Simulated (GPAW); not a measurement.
# Ge (Imma) in GPAW: reference runs

Reference runs on Ge: the cell as given and a disturbed copy.

Program: GPAW 26.7.0. These are calculated values, not measurements. Logs are shortened: lines on timing, memory, paths and dates and some standing lists are left out, and cuts for length are marked. The log counts tension as positive stress, the text compression.

## 1. The crystal as given

It takes space group Imma (No. 74, orthorhombic). The conventional cell has a = 4.992 Å, b = 5.302 Å, c = 2.874 Å, α = 90.00°, β = 90.00°, γ = 90.00°. Ge (site symmetry mm2) has 6 Ge at 2.68 to 2.87 Å as nearest neighbours.

This isn't the form of Ge at room conditions, which is diamond.

## 2. Single point, PBEsol

File run.py:

```python
from ase import Atoms
from ase.dft.bandgap import bandgap
from ase.io import write
from ase.units import GPa
from gpaw import GPAW, PW, setup_paths

setup_paths.insert(0, '.')

atoms = Atoms(['Ge', 'Ge'],
              cell=[[-2.495898, 2.650863, 1.436947],
                    [2.495898, -2.650863, 1.436947],
                    [2.495898, 2.650863, -1.436947]],
              scaled_positions=[[0.314057, 0.064057, 0.25],
                                [0.685943, 0.935943, 0.75]],
              pbc=True)

calc = GPAW(mode=PW(600),
            xc='PBEsol',
            kpts={'size': (11, 11, 11), 'gamma': True},
            occupations={'name': 'fermi-dirac', 'width': 0.05},
            nbands=11,
            convergence={'density': 1e-05, 'energy': 1e-05},
            maxiter=150,
            txt='gpaw.txt')
atoms.calc = calc
energy = atoms.get_potential_energy()
forces = atoms.get_forces()
stress = atoms.get_stress()
calc.write('gs.gpw')
write('result.traj', atoms)
print(f'Energy: {energy:.6f} eV')
print('Forces (eV/A):')
print(forces.round(4))
print('Stress (GPa):', (stress / GPa).round(3))
print('Fermi level:', round(calc.get_fermi_level(), 4), 'eV')
print(f'Gap: {bandgap(calc)[0]:.4f} eV, direct: {bandgap(calc, direct=True)[0]:.4f} eV')
```

Potentials or basis: PAW data sets generated in the run's folder for this functional, pw.

Run with:

```bash
$ gpaw-setup -f PBEsol Ge
$ OMP_NUM_THREADS=1 python run.py
```

gpaw.txt:

```text
__  _  _
 | _ |_)|_||  |
 |__||  | ||/\| - 26.7.0

Input parameters:
  mode=PW(ecut=600.0),
  convergence={'density': 1e-05, 'energy': 1e-05},
  kpts=MonkhorstPack(size=(11, 11, 11), gamma=True),
  maxiter=150,
  nbands=11,
  occupations=Occupations(name='fermi-dirac', width=0.05),
  xc=XC(name='PBEsol')

Diagonalizing LCAO Hamiltonian
Converting LCAO to pw mode

             Ge

       Ge

Atoms  # Å, Bohr magnetons
|   | symbol |        x |        y |        z |    initial magnetic moments |
|---|--------|----------|----------|----------|-----------------------------|
| 0 |     Ge | 0.000000 | 1.325432 | 0.184093 | ( 0.0000,  0.0000,  0.0000) |
| 1 |     Ge | 2.495898 | 1.325432 | 1.252854 | ( 0.0000,  0.0000,  0.0000) |

Unit cell  # Å
| periodic |         x |         y |         z |  lengths |     angles |
|----------|-----------|-----------|-----------|----------|------------|
|      yes | -2.495898 |  2.650863 |  1.436947 | 3.914256 | 100.767417 |
|      yes |  2.495898 | -2.650863 |  1.436947 | 3.914256 |  94.744414 |
|      yes |  2.495898 |  2.650863 | -1.436947 | 3.914256 | 136.925499 |

Number of symmetries: 4
Symmetry operations  # r_c * U_cc + t_c -> r_c
|   | kind |            matrix            |
|---|------|------------------------------|
| 0 |  σ   |  1, 1, 1,  0, 0,-1,  0,-1, 0 |
| 1 |  E   |  1, 0, 0,  0, 1, 0,  0, 0, 1 |
| 2 |  i   | -1, 0, 0,  0,-1, 0,  0, 0,-1 |
| 3 |  C2  | -1,-1,-1,  0, 0, 1,  0, 1, 0 |

BZ-sampling:
  Number of BZ points: 1331
  Number of IBZ points: 366

  Monkhorst-Pack size: [11, 11, 11]
  Monkhorst-Pack shift: [0, 0, 0]

K-points  # in reciprocal-cell coordinates
|     |                                coordinates |     weight |
|-----|--------------------------------------------|------------|
|   0 | (  0.00000000,   0.00000000,   0.00000000) | 0.00075131 |
|   1 | (  0.00000000,   0.09090909,  -0.09090909) | 0.00150263 |
|   2 | (  0.00000000,   0.18181818,  -0.18181818) | 0.00150263 |
|   3 | (  0.00000000,   0.27272727,  -0.27272727) | 0.00150263 |
|   4 | (  0.00000000,   0.36363636,  -0.36363636) | 0.00150263 |
|   5 | (  0.00000000,   0.45454545,  -0.45454545) | 0.00150263 |
|   6 | (  0.09090909,  -0.45454545,   0.36363636) | 0.00300526 |
|   7 | (  0.09090909,  -0.45454545,   0.45454545) | 0.00150263 |
|   8 | (  0.09090909,  -0.36363636,   0.27272727) | 0.00300526 |
|   9 | (  0.09090909,  -0.36363636,   0.36363636) | 0.00150263 |
| ... |                                            |            |
| 365 | (  0.45454545,   0.45454545,   0.45454545) | 0.00300526 |

Plane wave coefficients: 1288
Cutoff: 600.0 eV

Spin-components: 1 (collinear spins)
Bands:           11
Projectors:      10
Spin-degeneracy: 2
Datatype:        complex128

Parallelization:
  kpt:    1
  domain: 1
  band:   1

Density:
  Valence electrons: 8.0
  Components: 1
  Grid points: [24 24 24]
  Charge: 0.0  # |e|

Potential:
  Grid points: [24 24 24]

species:
  Ge:
    name:    Germanium
    Z:       32.0
    valence: 4
    core:    28
    charge:  0.0  # [|e|]
    compensation charges:
      type: gauss
      rc: 0.32  # [Å]
      lmax: 2
    cutoffs:
      filter: 1.77  # [Å]
      core: 3.42  # [Å]
    projectors
    | kind |    occ | energy [eV] | rcut [Å] |
    |------|--------|-------------|----------|
    |   4s |  2.000 |     -11.738 |    1.005 |
    |   4p |  2.000 |      -3.898 |    1.005 |
    |    s |        |      15.473 |    1.005 |
    |    p |        |      23.314 |    1.005 |
    |    d |        |       0.000 |    1.005 |

    Using partial waves for Ge as LCAO basis

Reference energy: -114111.519876  # eV

eigensolver:
  PPCG
  Converge bands: occupied
  niter=2

density mixing:
  MSR1-Mixer
  Pratt-step length: 0.05
  Maximum mixing coefficient: 0.75
  Old densities: 10
  SVD Regularization: 0.005
  Good broyden scale: 1.0
  Trust region scale: 1.0
  Backstep threshold: 4.0
  History deletion threshold: 6.0
  Fourier metric: weight=20.0, sigma=0.015

occupation numbers:
  Fermi-Dirac:
    width: 0.0500  # eV

poisson solver:
  ecut: 4800.0  # eV

xc functional:
  name: PBEsol with 2 nearest neighbor stencil

convergence criteria:
- Maximum integral of absolute [dens]ity change: 1e-05 electrons / valence electron
- Maximum [total energy] change in last 3 cyles: 1e-05 eV / valence electron
- Maximum integral of absolute [eigenst]ate change: 4e-08 eV^2 / valence electron
maximum number of iterations: 150

SCF iterations
|iter     | |      energy | eigst |  dens |
|---------|-|-------------|-------|-------|
|iter:   1| |   -9.532873 | -0.72 |       |
|iter:   2| |   -9.531726 | -3.11 | -1.19 |
|iter:   3| |   -9.516809 | -3.40 | -1.21 |
|iter:   4| |   -9.515932 | -4.23 | -1.76 |
|iter:   5| |   -9.515906 | -5.41 | -2.70 |
|iter:   6| |   -9.515906c| -7.17 | -3.86 |
|iter:   7| |   -9.515906c| -7.97c| -4.58 |
|iter:   8| |   -9.515906c| -9.13c| -5.27c|

Converged in 8 steps
Energy contributions relative to reference atoms: (reference = -114111.519876)

Energy contributions:
  Kinetic:          14.608680
  Coulomb:         -13.038484
  Zero:             -0.008014
  External:          0.000000
  Xc:              -11.074933
  Entropy:          -0.006310
  Spinorbit:         0.000000
  ----------------------------
  Free energy:      -9.519061
  Extrapolated:     -9.515906

dipole moment: (0.000155, 0.000165, 0.000089)  # |e|*Ang

Fermi level: 7.576
Eigenvalues  # (at kpt = [0.000, 0.000, 0.000])
| band index |      eig [eV] | occ [0-2] |
|------------|---------------|-----------|
|          0 |        -5.536 |     2.000 |
|          1 |         3.747 |     2.000 |
|          2 |         5.222 |     2.000 |
|          3 |         5.668 |     2.000 |
|          4 |        10.974 |     0.000 |
|          5 |        14.533 |     0.000 |
|          6 |        14.752 |     0.000 |
|          7 |        15.469 |     0.000 |
|          8 |        15.807 |     0.000 |
|          9 |        18.127 |     0.000 |
|         10 |        20.029 |     0.000 |

No gap
No difference between direct/indirect transitions

Forces  # eV/Ang
|       x |        y |        z |
|---------|----------|----------|
| 0.00000 | -0.00000 |  0.05646 |  # Ge   0
| 0.00000 |  0.00000 | -0.05646 |  # Ge   1

Stress tensor  # eV/Ang^3
|        x |        y |        z |
|----------|----------|----------|
| 0.009230 | 0.000000 | 0.000000 |
| 0.000000 | 0.021340 | 0.000000 |
| 0.000000 | 0.000000 | 0.018700 |

# Writing to gs.gpw (mode='')
```

Run time: 75 s. Hardware: 1 thread of Arm Neoverse V2, shared host; peak memory 0.31 GiB.

What came out:

* Free energy: -9.5191 eV
* Pressure: -2.6 GPa
* Largest force: 0.056 eV/Å
* Band gap on the k mesh: none (metal or under the smearing width)

Forces in eV/Å, atoms in the order of the input:
```
Ge   0.000  0.000  0.056
Ge   0.000  0.000 -0.056
```

Stress tensor (GPa, compression positive):
```
-1.48  0.00  0.00
 0.00 -3.42  0.00
 0.00  0.00 -3.00
```

## 3. Single point, PBEsol (atoms moved at random, drawn with an rms of 0.05 Å)

Edit run.py of step 2 so:

```diff
@@ -12,4 +12,4 @@
                     [2.495898, 2.650863, -1.436947]],
-              scaled_positions=[[0.314057, 0.064057, 0.25],
-                                [0.685943, 0.935943, 0.75]],
+              scaled_positions=[[0.298396, 0.037242, 0.239335],
+                                [0.694525, 0.947546, 0.753839]],
               pbc=True)
```

Potentials or basis: PAW data sets generated in the run's folder for this functional, pw.

Run with:

```bash
$ gpaw-setup -f PBEsol Ge
$ OMP_NUM_THREADS=1 python run.py
```

Run time: 2.4 min. Hardware: 1 thread of Arm Neoverse V2, shared host; peak memory 0.45 GiB.

The run converged. Its results:

```
Free energy            : -9.5093 eV
Pressure               : -2.5 GPa
Largest force          : 0.160 eV/Å
Band gap on the k mesh : none (metal or under the smearing width)
```

Forces on the atoms (eV/Å):
```
Ge   0.152  0.004  0.048
Ge  -0.152 -0.004 -0.048
```

Stress tensor (GPa, compression positive):
```
-1.63  0.00 -0.48
 0.00 -2.84  0.00
-0.48  0.00 -2.91
```

Levels at points of the mesh, in eV from the Fermi level:
| k point | band 1 | band 2 | band 3 | band 4 | band 5 | band 6 | band 7 |
| --- | --- | --- | --- | --- | --- | --- | --- |
| (0.00, 0.00, 0.00) | -13.13 | -3.84 | -2.34 | -1.94 | 3.35 | 7.04 | 7.12 |
